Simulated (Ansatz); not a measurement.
# CuCl2 in Ansatz: the effect of functional

Crystal: CuCl2.

```
Cu Cl
1.0
    -2.22438    2.22438    6.76719
     2.22438   -2.22438    6.76719
     2.22438    2.22438   -6.76719
Cu Cl
1 2
Cartesian
  0.0000 0.0000 0.0000
  2.2244 0.0000 0.0000
  0.0000 2.2244 0.0000
```

Measurements of this composition are mostly on another form, of space group No. 12.

The cell isn't the ideal one: volume scaled by 0.96.

Alike in all runs:

| Item | Value |
| --- | --- |
| Program | Ansatz 0.2.0 |
| Task | single point |
| Potentials or basis | Ansatz PAW |
| k mesh | 8 × 8 × 8 |
| Occupations | fermi-dirac, width 0.05 eV |
| Spin | no spin polarisation |

```tsv
functional	cutoff	pressure (GPa)
LDA	420 eV (not typed: the program's choice for these potentials)	-1.0
PBEsol	420 eV (not typed: the program's choice for these potentials)	0.0
r2SCAN	500 eV (not typed: the program's choice for these potentials)	?
```

What does the run with functional r2SCAN give?

Pressure 0.8 GPa.

Caveats: an odd number of electrons without spin polarisation forces a metal; a magnetic or distorted state may lie lower; the run has no spin polarisation, though such a crystal can be magnetic; the PAW data sets come from PBE, with cores solved anew for the run's functional, which leaves a small shift of forces and pressure.

Runs at the PBE level aren't shown here.
